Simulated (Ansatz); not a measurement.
# KF: energy against volume in PBE, exact exchange and the RPA

One table from this session's results is given with a row withheld; the runs are named, their logs left out.

The runs shown are made with Ansatz 0.2.0. PBE orbitals, norm-conserving pseudopotentials, plane waves. No spin polarisation. The prototype was imposed, so other structures may be more stable.

## Starting point

The cell was relaxed beforehand with r2SCAN; volume changes: +0 %, -5 %, +5 %, -10 %, +10 %.

The symmetry is Pm-3m (No. 221, cubic); conventional cell a = 3.179 Å, 16.06 Å³ an atom. Around K lie 8 F at 2.75 Å; around F lie 8 K at 2.75 Å.

As a file:

```
CELL_PARAMETERS angstrom
3.17887 0.00000 0.00000
0.00000 3.17887 0.00000
0.00000 0.00000 3.17887
ATOMIC_POSITIONS crystal
K 0.00000 0.00000 0.00000
F 0.50000 0.50000 0.50000
```

The first run:

input.yaml reads:

```yaml
crystal:
  lattice:
    - [3.1788706642, 0.0, 0.0]
    - [0.0, 3.1788706642, 0.0]
    - [0.0, 0.0, 3.1788706642]
  atoms:
    - { symbol: K, position: [0.0, 0.0, 0.0] }
    - { symbol: F, position: [0.5, 0.5, 0.5] }
kpoints:
  mp_grid: { grid: [4, 4, 4] }
hamiltonian:
  xc: pbe
  pseudopotentials: { kind: nc }
scf:
  occupations: { method: fixed }
output:
  rpa_energy:
    ecut_chi_ladder: [177, 198, 220, 244, 268]
    long_wavelength: optical_limit
  write_density: true
  write_potential: true
  elf: true
  volumetric_format: npy
basis:
  ecutwfc: 1320.0
```

Steps of the session up to this table: The unscaled cell; Volume -5 %; Volume +5 %; Volume -10 %; Volume +10 %.

One table of the session follows, with a row left open; its other results are not shown here.

It belongs to the step «The three curves». Energies in meV/atom from the unscaled cell:

| volume (Å³/atom) | PBE | exact exchange | EXX+RPA | RPA correlation |
| --- | --- | --- | --- | --- |
| 14.455 | 57.4 | 72.7 | 36.2 | -36.5 |
| 15.259 | 21.0 | 27.5 | 7.1 | -20.4 |
| 16.062 | 0.0 | 0.0 | 0.0 | 0.0 |
| 16.865 | ? | ? | ? | ? |
| 17.668 | -9.6 | -17.8 | 18.1 | 35.8 |

Q: Estimate the row for volume (Å³/atom) = 16.865 from the others.

Worked estimate for «PBE». A straight line through the neighbours (16.062, 0.0) and (17.668, -9.6) gives 0.0 + (-9.6 − 0.0) × (16.865 − 16.062) / (17.668 − 16.062) = -4.8; a parabola fitted to 3 rows on both sides gives -10.2.

**Answer.** PBE: -9.3; exact exchange: -14.0; EXX+RPA: 7.3; RPA correlation: 21.4. In «PBE» the line misses by +4.5 and the parabola by -0.9.
